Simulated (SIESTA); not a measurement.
The system is GaN.

```xyz
2
Lattice="0.0000 2.2535 2.2535 2.2535 0.0000 2.2535 2.2535 2.2535 0.0000" Properties=species:S:1:pos:R:3 pbc="T T T"
Ga    0.0000    0.0000    0.0000
N     1.1268    1.1268    1.1268
```

The cell is a database's computed one.

```yaml
Program: SIESTA 5.4.2
Task: relaxation of cell and atoms
Functional: PBE
Potentials_or_basis: PseudoDojo 0.4 standard (PBE files)
Basis: DZ (energy shift 0.002 Ry; radii capped at 9.5 bohr)
Grid_cutoff: 800 Ry
Energy_shift: 0.002 Ry
k_mesh: 10 × 10 × 10
Occupations: fermi-dirac, width 0.05 eV
Spin: no spin polarisation
```

At the start: pressure 9.6 GPa; volume 11.44 Å³/atom.

How do energy, volume and symmetry change on relaxing?

Over 4 steps the energy falls by 16.6 meV/atom and the volume is 12.04 Å³/atom (+5.2 %); space group F-43m (No. 216, to 0.05 Å).

Step by step:
```
step  energy change (eV)  largest force (eV/Å)  pressure (GPa)  volume (Å³)
   1              0.0000                0.0001            9.57        22.89
   2             -0.0301                0.0007            2.67        23.69
   3             -0.0164                0.0019           -5.73        25.01
   4             -0.0331                0.0011           -0.07        24.09
```

Final structure:
```xyz
2
Lattice="0.0000 2.2923 2.2923 2.2923 0.0000 2.2923 2.2923 2.2923 0.0000" Properties=species:S:1:pos:R:3 pbc="T T T"
Ga    0.0000    0.0000    0.0000
N     1.1461    1.1461    1.1461
```

Caveat: the basis has no polarisation orbitals; semicore shells carry a single zeta, which can move pressures by several GPa and volumes by a few percent; the basis of atomic orbitals isn't converged, which shifts pressures, moduli and gaps.
